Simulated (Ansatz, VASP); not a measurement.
**CdS: VASP beside Ansatz**

File INCAR:

```
  PREC = Accurate
  ENCUT = 600
  EDIFF = 1E-6
  ISMEAR = 0
  SIGMA = 0.02
  LREAL = F
  LASPH = T
  NELM = 100
  ALGO = Normal
  ISIF = 3
  LWAVE = F
  LCHARG = F
  GGA = PS
  IBRION = 2
  NSW = 100
  EDIFFG = -0.005
```

KPOINTS

```
Automatic mesh
0
Gamma
  8 8 8
```

POSCAR

```
CdS
1.0
    0.0000000000      2.9429534649      2.9429534649
    2.9429534649      0.0000000000      2.9429534649
    2.9429534649      2.9429534649      0.0000000000
Cd S
1 1
Direct
    0.0000000000      0.0000000000      0.0000000000
    0.2500000000      0.2500000000      0.2500000000
```

Input for Ansatz:

```yaml
crystal:
  lattice:
    - [0.0, 2.9429534649, 2.9429534649]
    - [2.9429534649, 0.0, 2.9429534649]
    - [2.9429534649, 2.9429534649, 0.0]
  atoms:
    - { symbol: Cd, position: [0.0, 0.0, 0.0] }
    - { symbol: S, position: [0.25, 0.25, 0.25] }
basis:
  ecutwfc: 420
kpoints:
  mp_grid: { grid: [8, 8, 8] }
hamiltonian:
  xc: pbesol
scf:
  occupations: { method: gaussian, width: 0.02 }
output:
  forces: true
  stress: true
  eigenvalues: true
  write_density: true
  write_potential: true
  elf: true
  volumetric_format: npy
relax:
  adjacent_minimum: "off"
  f_tol: 0.005
  max_steps: 80
  cell: { stress_tol: 0.05 }
```

The cell is a database's computed one.

Alike in both runs: task relaxation of cell and atoms; functional PBEsol; k mesh 8 × 8 × 8; occupations gaussian, width 0.02 eV; no spin polarisation.

|  | VASP | Ansatz |
| --- | --- | --- |
| version | VASP 6.6.1 | Ansatz 0.2.0 |
| potentials or method | VASP PAW PBE potentials, release 64 (Cd, S) | scalar-relativistic, plane waves, PAW |
| plane-wave cutoff (eV) | 600 | 420 |
| valence electrons in the cell | 18 | 26 |

VASP gave:

- gap on the k mesh at the Fermi level, each at its own relaxed structure (eV): 1.01
- relaxed volume (Å³/atom): 24.84
- relaxed cell length with the largest relative difference (Å): 4.126
- energy change over the relaxation (meV/atom): -3

**Question.** Estimate Ansatz's values.

**Answer.** gap on the k mesh at the Fermi level, each at its own relaxed structure (eV): 1.01; relaxed volume (Å³/atom): 24.69; relaxed cell length with the largest relative difference (Å): 4.118; energy change over the relaxation (meV/atom): -5.

The two sets of potentials don't hold the same shells in valence.

Caveats: the PAW data sets were made with another functional, which shifts forces and pressure a little (VASP). PBEsol gaps usually lie below the measured ones, often by a third to a half.
